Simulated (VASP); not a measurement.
## CsPbBr3 under changes of volume

One of the cells (43.452 Å³/atom); the others are scaled copies at fixed shape and fractional positions:

```
Pb Cs Br
1.0
     6.01163    0.00000    0.00000
     0.00000    6.01163    0.00000
     0.00000    0.00000    6.01163
Pb Cs Br
1 1 3
Direct
  0.50000 0.50000 0.50000
  0.00000 0.00000 0.00000
  0.50000 0.50000 0.00000
  0.50000 0.00000 0.50000
  0.00000 0.50000 0.50000
```

Measurements of this composition are mostly on another form, of space group No. 62.

| Property | Result |
| --- | --- |
| Program | VASP 6.6.1 |
| Functional | PBE |
| Potentials or basis | VASP PAW PBE potentials, release 64 (Pb_d, Cs_sv, Br) |
| Cutoff | 520 eV |
| k mesh | 4 × 4 × 4 |
| Occupations | gaussian, width 0.02 eV |
| Spin | no spin polarisation |

```csv
volume (Å³/atom),energy over the lowest point (meV/atom),pressure (GPa),gap on the mesh (eV)
41.714,4.34,0.8,1.65
42.583,1.04,0.4,1.73
43.452,0.00,0.0,1.80
44.321,?,?,?
45.190,3.76,-0.7,1.92
```

**Question.** What does the run at 44.321 Å³/atom give?

**Answer.** Energy over the lowest point 0.98 meV/atom; pressure -0.4 GPa; gap on the mesh 1.86 eV.

Worked out: A Birch-Murnaghan fit of order 2 (a polynomial in V^(-2/3)) to the other rows has its minimum at 43.46 Å³/atom with B0 = V·E''(V) = 18.6 GPa. It gives 0.96 meV/atom at 44.321 Å³/atom, against the run's 0.98, and -dE/dV = -0.4 GPa, against -0.4. A straight line through the other rows of the gap, of slope 3.35 eV per unit of ln V (its deformation potential), gives 1.86 eV, against the run's 1.86.

Energies are extrapolated to zero smearing.

Caveats: spin-orbit coupling is left out, which as a rule narrows the gap of such compounds by several tenths of an eV.

A mesh can miss the band edges.
